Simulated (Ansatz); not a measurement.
## Ti3PbO7 — ⁴⁹Ti NMR of the central transition

Cell: a Materials Project structure (computed, not necessarily an observed phase), taken as it stands.

```cif
data_Ti3PbO7
_symmetry_space_group_name_H-M 'P2_1/m'
_symmetry_Int_Tables_number 11
_cell_length_a 6.6095
_cell_length_b 3.8152
_cell_length_c 10.7613
_cell_angle_alpha 90.000
_cell_angle_beta 98.144
_cell_angle_gamma 90.000
loop_
_atom_site_label
_atom_site_type_symbol
_atom_site_symmetry_multiplicity
_atom_site_Wyckoff_symbol
_atom_site_fract_x
_atom_site_fract_y
_atom_site_fract_z
Ti1 Ti 2 e 0.5510 0.7500 0.8986
Ti3 Ti 2 e 0.6929 0.7500 0.5648
Ti5 Ti 2 e 0.2532 0.7500 0.6554
Pb Pb 2 e 0.0046 0.7500 0.1503
O9 O 2 e 0.4746 0.7500 0.0736
O11 O 2 e 0.7442 0.7500 0.3827
O13 O 2 e 0.3562 0.7500 0.4790
O15 O 2 e 0.8327 0.7500 0.9441
O17 O 2 e 0.9553 0.7500 0.6291
O19 O 2 e 0.5654 0.7500 0.7142
O21 O 2 e 0.2498 0.7500 0.8246
```

One atom of each set is listed.

Level of theory: DFT, PBE, plane waves and PAW (field gradients read without the response of the frozen cores, which leaves them typically 4 to 6 % off), with spin–orbit coupling, 420 eV cutoff, Γ-centred 4×6×2 k-points, Fermi–Dirac smearing 0.02 eV (Ansatz 0.2.0).

⁴⁹Ti has I = 7/2 and Q = 247.0 mb (Pyykkö 2018); at 21.1 T its Larmor frequency is ν₀ = 50.7 MHz. Only the quadrupole interaction is simulated: positions count from each site's isotropic chemical shift, and shift anisotropy, dipolar and J coupling are left out.

(1) What does the ⁴⁹Ti spectrum (static powder) show for each site?

Results:

(1) 

| site | first shell | C_Q (MHz) | η | P_Q (MHz) | δ_QIS (ppm) | breadth (kHz) |
| --- | --- | --- | --- | --- | --- | --- |
| Ti1 | 6 O at 1.86–2.04 Å | 20.8 | 0.98 | 23.9 | -565 | 215 |
| Ti3 | 6 O at 1.77–2.29 Å | -11.3 | 0.71 | 12.2 | -148 | 55.2 |
| Ti5 | 6 O at 1.82–2.11 Å | 16.1 | 0.58 | 17.0 | -287 | 104 |

δ_QIS = −(ν_Q²/30ν₀²)[I(I+1) − 3/4](1 + η²/3) × 10⁶ ppm with ν_Q = 3|C_Q|/[2I(2I−1)]; it falls as 1/B₀² in ppm, and the breadth as 1/B₀ in kHz.
